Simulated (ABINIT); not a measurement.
BaTiO3:

```
CELL_PARAMETERS angstrom
3.99980 0.00000 0.00000
0.00000 3.99980 0.00000
0.00000 0.00000 4.01800
ATOMIC_POSITIONS crystal
Ba 0.00000 0.00000 0.00000
Ti 0.50000 0.50000 0.49000
O 0.00000 0.50000 0.51700
O 0.50000 0.00000 0.51700
O 0.50000 0.50000 0.01900
```

| Property | Result |
| --- | --- |
| Program | ABINIT 10.8.3 (patched build) |
| Task | relaxation of cell and atoms |
| Functional | PBEsol |
| Potentials or basis | PseudoDojo NC SR PBEsol v0.4.1 standard |
| Cutoff | 1034 eV |
| k mesh | 5 × 5 × 5 |
| Occupations | fermi-dirac, width 0.05 eV |
| Spin | no spin polarisation |

At the start: pressure -3.5 GPa; volume 12.86 Å³/atom.

Question: Where does the relaxation end?

Answer: Over 11 steps the energy falls by 4.7 meV/atom and the volume is 12.70 Å³/atom (-1.2 %); space group P4mm (No. 99, to 0.05 Å).

The path:
```
step  energy change (eV)  largest force (eV/Å)  pressure (GPa)  volume (Å³)
   1              0.0000                0.3707           -3.48        64.28
   2             -0.0130                0.2706           -1.64        63.60
   3             -0.0196                0.0424            0.31        63.05
   4             -0.0206                0.0288            0.31        63.10
   5             -0.0233                0.0124            0.41        63.31
   6             -0.0221                0.1530           -0.36        63.77
   7             -0.0235                0.0301            0.14        63.40
   8             -0.0235                0.0236            0.11        63.42
   9             -0.0236                0.0016           -0.01        63.49
  10             -0.0236                0.0016            0.01        63.49
  11             -0.0236                0.0003            0.00        63.49
```

Final structure:
```
Ba Ti O
1.0
     3.95658    0.00000    0.00000
     0.00000    3.95658    0.00000
     0.00000    0.00000    4.05574
Ba Ti O
1 1 3
Direct
  0.00000 0.00000 0.99779
  0.50000 0.50000 0.48166
  0.00000 0.50000 0.51719
  0.50000 0.00000 0.51719
  0.50000 0.50000 0.02916
```

Caveat: this release of the barium file is off.
